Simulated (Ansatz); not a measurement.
# Zr: a single-point run

The task is a single-point run on Zr.

Program: Ansatz 0.2.0. Level of theory: DFT, PBE, all-electron PAW with datasets made for the crystal, scalar-relativistic. These are calculated values, not measurements.

### 1 The structure to begin with

It takes space group Fmmm (No. 69, orthorhombic). Conventional cell: a = 3.620 Å, b = 5.068 Å, c = 5.171 Å, α = 90.00°, β = 90.00°, γ = 90.00°. Around Zr (site symmetry mmm) lie 8 Zr at 3.11 to 3.16 Å.

Structure file:

```cif
data_structure
_symmetry_space_group_name_H-M 'P 1'
_symmetry_Int_Tables_number 1
_cell_length_a 3.1559
_cell_length_b 3.1559
_cell_length_c 3.1141
_cell_angle_alpha 109.472
_cell_angle_beta 109.472
_cell_angle_gamma 110.008
_cell_volume 23.72
loop_
_atom_site_label
_atom_site_type_symbol
_atom_site_fract_x
_atom_site_fract_y
_atom_site_fract_z
_atom_site_occupancy
Zr1 Zr 0.00000 0.00000 0.00000 1
```

### 2 Input and run

input.yaml

```yaml
crystal:
  lattice:
    - [-1.8281, 1.8281, 1.81]
    - [1.8281, -1.8281, 1.81]
    - [1.7919, 1.7919, -1.81]
  atoms:
    - { symbol: Zr, position: [0.0, 0.0, 0.0] }
kpoints:
  mp_grid: { grid: [0, 16, 16] }
scf:
  occupations: { method: fermi_dirac, width: 0.03 }
  max_iter: 50
hamiltonian:
  xc: pbe
  pseudopotentials: { kind: all_electron, datasets: crystal }
output:
  forces: true
  stress: true
  eigenvalues: true
  efg: { contact_densities: true }
```

Launch:

```console
$ ansatz run input.yaml --threads 1 --pin off --max-ram 2048MiB --backend cpu --events-out ev --progress --plain --runs-dir out
```

Q: Will this input give a usable result? If not, why, and what should change?

The run ended at the input check. Its message: «invalid value for `kpoints.mp_grid.grid`: each dimension must be in 1..=255»

In the input, kpoints.mp_grid.grid is [0, 16, 16]. No mesh follows from the k-point block as it stands.

Remedy: set kpoints.mp_grid.grid to [16, 16, 16].
